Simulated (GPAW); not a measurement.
Mg:

```
Mg
1.0
     3.20930    0.00000    0.00000
    -1.60465    2.77934    0.00000
     0.00000    0.00000    5.21030
Mg
2
Cartesian
  1.6047 0.9264 3.9077
  0.0000 1.8529 1.3026
```

- Program: GPAW 26.7.0
- Task: relaxation of cell and atoms
- Functional: RPBE
- Dispersion: D4
- Potentials or basis: the program's PAW data sets (release 1.2.1) made for this functional
- Cutoff: 800 eV
- Basis: pw
- k mesh: 10 × 10 × 5
- Occupations: fermi-dirac, width 0.05 eV
- Spin: no spin polarisation

At the start: pressure 15.1 GPa; volume 23.24 Å³/atom.

Task: Where does the relaxation end?

Result: Over 28 steps the energy falls by 3.9 meV/atom and the volume is 23.25 Å³/atom (+0.1 %); space group P6_3/mmc (No. 194, to 0.05 Å).

The path:
```csv
step,energy change (eV),largest force (eV/Å),pressure (GPa),volume (Å³)
1,0.0000,0.0000,15.07,46.47
2,0.0269,0.0000,-2.76,48.70
3,0.0206,0.0000,-2.56,48.34
4,0.3417,0.0000,1.57,44.30
5,0.3347,0.0000,0.39,45.63
6,0.3341,0.0000,0.09,46.00
7,0.3337,0.0000,0.06,46.14
8,0.0004,0.0000,-1.90,47.32
9,0.3116,0.0000,142.50,46.30
10,0.0002,0.0000,-1.89,47.30
11,0.0001,0.0000,-1.88,47.29
12,0.3361,0.0000,1.22,44.72
13,0.3314,0.0000,0.38,45.68
14,0.3310,0.0000,0.15,46.13
15,-0.0052,0.0000,22.85,46.44
16,-0.0057,0.0000,-1.52,46.75
17,-0.0059,0.0000,-1.50,46.73
18,0.3312,0.0000,5.22,46.16
19,-0.0071,0.0000,-1.40,46.61
20,-0.0077,0.0000,-1.06,46.52
21,0.2801,0.0001,327.00,46.29
22,-0.0077,0.0000,-1.05,46.53
23,-0.0077,0.0000,-1.05,46.53
24,-0.0077,0.0000,-1.01,46.53
25,-0.0077,0.0000,-0.98,46.53
26,-0.0077,0.0000,-0.45,46.51
27,-0.0078,0.0000,-0.05,46.50
28,-0.0078,0.0000,0.03,46.50
```

Final structure:
```yaml
crystal:
  lattice:
    - [3.17822, 0.00000, 0.00000]
    - [-1.58911, 2.75242, 0.00000]
    - [0.00000, 0.00000, 5.31538]
  atoms:
    - { symbol: Mg, position: [0.66667, 0.33333, 0.75000] }
    - { symbol: Mg, position: [0.33333, 0.66667, 0.25000] }
```

Caveat: later steps reuse the first step's grids; pairwise dispersion overbinds metals, which lowers pressure and volume.
